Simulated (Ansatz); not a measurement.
## LiH (Fm-3m), elastic constants by finite strains: input and output

Computed with PBEsol, PAW on Ansatz 0.2.0's default frozen-core files (fitted under PBE), scalar-relativistic; not a measurement.

The cell comes from a PAW relaxation under the same functional.

Command line:

```sh
ansatz run input.yaml --threads 1 --pin off --max-ram 2560MiB --backend cpu --events-out ev --progress --plain --runs-dir out
```

Input file:

```yaml
crystal:
  lattice:
    - [0.0, 1.99037050277, 1.99037050277]
    - [1.99037050277, 0.0, 1.99037050277]
    - [1.99037050277, 1.99037050277, 0.0]
  atoms:
    - { symbol: Li, position: [0.0, 0.0, 0.0] }
    - { symbol: H, position: [0.5, 0.5, 0.5] }
kpoints:
  mp_grid: { grid: [10, 10, 10] }
scf:
  occupations: { method: fixed }
hamiltonian:
  xc: pbesol
  pseudopotentials: { kind: paw }
elastic:
  mode: relaxed_ion
  stencil: two_point
  amplitude: 0.005
```

Output:

```
Warning: RAYON_NUM_THREADS=1 ignored (pool sized by the plan → 1); use --threads N
Engine: ansatz 0.2.0, aarch64-unknown-linux-gnu
Pseudopotentials: kind: paw
Pseudopotential: Li, paw, valence charge 3, recommended cutoff 420 eV (normal), Li.paw.azcp
Pseudopotential: H, paw, valence charge 1, recommended cutoff 420 eV (normal), H.paw.azcp
Functional definition: PBEsol
  exchange = pbesol_x
  correlation = pbesol_c
Crystal: 2 atoms, lattice volume = 15.770 Å³
Basis set: ecut = 420 eV, 331 PW (Γ), exchange–correlation on 40×40×40 points (8 copies of the dense FFT grid, shifted against one another)
Bands: 6, of which v1, the nominal top of the filled ones, is band 2 counted from 1 (1 counted from 0)
Symmetry: 48 space group operations
Space group: Fm-3m (ITA 225), of the structure as read, at distance tolerance 2.5e-5 Å
k-points: 47 of 1000
Non-local potential: Li, projectors of the file, l = 0: 3, l = 1: 2, l = 2: 1
Non-local potential: H, projectors of the file, l = 0: 2, l = 1: 1
PAW form: soft (Blöchl's): semilocal exchange-correlation on the pseudo side does not see the compensation charge
PAW one-centre angular grid: Li, 110 points (default); XC on 64 Gauss nodes
PAW one-centre angular grid: H, 110 points (default); XC on 64 Gauss nodes
Initial density: superposition of atomic densities (neutral atoms: chi_scale 0, normalization atom), corrected by the library's trained network
Initial wavefunctions: pseudopotential atomic-orbital guess
Functional: x = pbesol(κ = 0.804, μ = 0.12345679012345678), c = pbesol(β = 0.046)
SCF iter   1: F=—  HF=-219.506075 eV  |F-HF|=—  |Δ(HF+E_count)|=         —  Δρ=7.69e-3  dr2=6.25e-3  ethr=1.77e-3  ⟨swp⟩=3.5  Hψ=1937  notcnv=0  defer=78
preconditioner: auto → none  [insulator: Δε(μ)=2.643 eV  Ē_g=14.167 eV  n_scr=0 (ndim 8)  ℏωp=13.2 eV  f_vac=0.000  ε∞_Penn≈1.9]
SCF iter   2: F=—  HF=-219.503554 eV  |F-HF|=—  |Δ(HF+E_count)|=   2.52e-3  Δρ=2.87e-3  dr2=8.40e-4  ethr=1.56e-4  ⟨swp⟩=1.3  Hψ=671  notcnv=0  defer=73
[... 63 lines left out ...]
  E_paw        = -20.078422  (= ΣΔE_a)
  E_vpaw       = -12.307655  (= ΣTr[D̂ρ^β])
  E_aug_tail   = -0.001107  (compensation charges beyond the density's cutoff)
  E_ewald      = -94.750511
  E_smearing   = -0.000000  (= −TS)
  E_closure    = 0.000000  (closes the sum)
  Σ components = -219.503176   (vs F -219.503176, Δ=0.00e0)
--- Forces (eV/Å), atoms counted from 1 ---
  atom   1  Li    -0.00000000     0.00000000    -0.00000000
  atom   2  H      0.00000000    -0.00000000    -0.00000000
  max |Σ_I F_I| component: 1.33e-30 eV/Å
--- Stress (GPa, compression-positive) ---
       -0.023131      -0.000000       0.000000
        0.000000      -0.023131      -0.000000
        0.000000      -0.000000      -0.023131
  P = ⅓ Tr σ = -0.0231 GPa (-0.231 kbar)
--- Elastic constants: 2 strain directions × 2 members + reference (group order 48) ---
  dense FFT box of the reference and of every strained cell: 20×20×20
  strains applied: 11, 23; error gains: componentwise 1.00 (the most a stress slope's error grows in a printed constant), spectral 1.73 (1 for all six strains in a standard setting)
  C = ∂σ_k/∂η_j (tension-positive GPa; Voigt order 11 22 33 23 13 12):
        90.143     10.412     10.412     -0.000     -0.000      0.000
        10.412     90.143     10.412      0.000     -0.000     -0.000
        10.412     10.412     90.143      0.000      0.000     -0.000
        -0.000      0.000      0.000     48.305      0.000     -0.000
        -0.000      0.000     -0.000     -0.000     48.305      0.000
         0.000     -0.000      0.000     -0.000     -0.000     48.305
  reference stress σ⁰ (GPa):      0.023      0.023      0.023      0.000     -0.000     -0.000
  C* (energy form; C + prestress term) asymmetry max|C*_kj − C*_jk| = 8.882e-15 GPa — a small one proves nothing (zero by symmetry where the batch's group is 432, −43m or m−3m); a large one is finite-difference/SCF noise where ...
  moduli (Voigt/Reuss/Hill, GPa): K = 36.99/36.99/36.99   G = 44.93/44.53/44.73   E = 95.64   ν = 0.069
  mechanically stable: yes (min eigenvalue of sym C = 48.31 GPa)
  strain η (Voigt 11):  stress-route row diagonal C_11 = 90.14 GPa, energy-path curvature d²(F+E_count+ΔE)/dδ²/Ω₀ = 90.07 GPa
         δ    σ_11 (GPa)             F (eV)   n_scf  n_hpsi   n_pw
    -5.000e-3      -0.4373        -219.5030621       6   10451    323   relax 0 steps, max|allowed force component| 1.62e-31 eV/Å
     5.000e-3       0.4641        -219.5030515       5    9869    331   relax 0 steps, max|allowed force component| 4.93e-32 eV/Å
  strain η (Voigt 23):  stress-route row diagonal C_44 = 48.31 GPa, energy-path curvature d²(F+E_count+ΔE)/dδ²/Ω₀ = 48.35 GPa
         δ    σ_23 (GPa)             F (eV)   n_scf  n_hpsi   n_pw
    -5.000e-3      -0.2415        -219.5031101       5   16481    331   relax 0 steps, max|allowed force component| 1.73e-30 eV/Å
     5.000e-3       0.2415        -219.5031101       5   17532    331   relax 0 steps, max|allowed force component| 7.22e-31 eV/Å
```

The run converged.

### Elastic constants

Elastic constants of a crystal by Kohn-Sham DFT: slopes of the stress over finite engineering strains of the given cell, Voigt indices, Cartesian axes as in the input.

| Item | Value |
| --- | --- |
| Pressure at rest | -0.023 GPa |
| Least elastic eigenvalue | 48.31 GPa |
| Elastically stable | yes |

```csv
index,elastic (GPa)
11,90.14
12,10.41
44,48.31
```

### Strained cells

Stress of each strained cell less that at rest, tension positive.

```tsv
strain component	strain	stress xx (GPa)	stress yy (GPa)	stress zz (GPa)	stress yz (GPa)	stress xz (GPa)	stress xy (GPa)	relaxation steps
xx	-0.005	-0.4604	-0.0525	-0.0525	0	0	0	0
xx	0.005	0.441	0.0516	0.0516	0	0	0	0
yz	-0.005	0.0009	-0.0008	-0.0008	-0.2415	0	0	0
yz	0.005	0.0009	-0.0008	-0.0008	0.2415	0	0	0
```

Elastic moduli:

Hill averages of a grain aggregate, Debye temperature from the mean sound speed over directions.

| Quantity | Value |
| --- | --- |
| Bulk modulus | 36.99 GPa |
| Shear modulus | 44.73 GPa |
| Young modulus | 95.64 GPa |
| Poisson ratio | 0.06906 |
| Bulk over shear modulus | 0.8269 |
| Elastic anisotropy index | 0.0444 |
| Least young modulus | 87.99 GPa |
| Largest young modulus | 101 GPa |
| Longitudinal sound speed | 10750 m/s |
| Transverse sound speed | 7311 m/s |
| Elastic debye temperature | 1191 K |
| Linear compressibility (x, y, z) | 9.012, 9.012, 9.012 1/TPa |
| Zener ratio | 1.212 |
| Cauchy pressure | -37.89 GPa |

Limits of these numbers: frozen-core PAW files fitted under PBE, their cores solved anew for the functional of the run.

Cost: 4.6 s on 1 thread of Arm Neoverse V1, with other jobs on the host, peak memory 0.27 GiB.
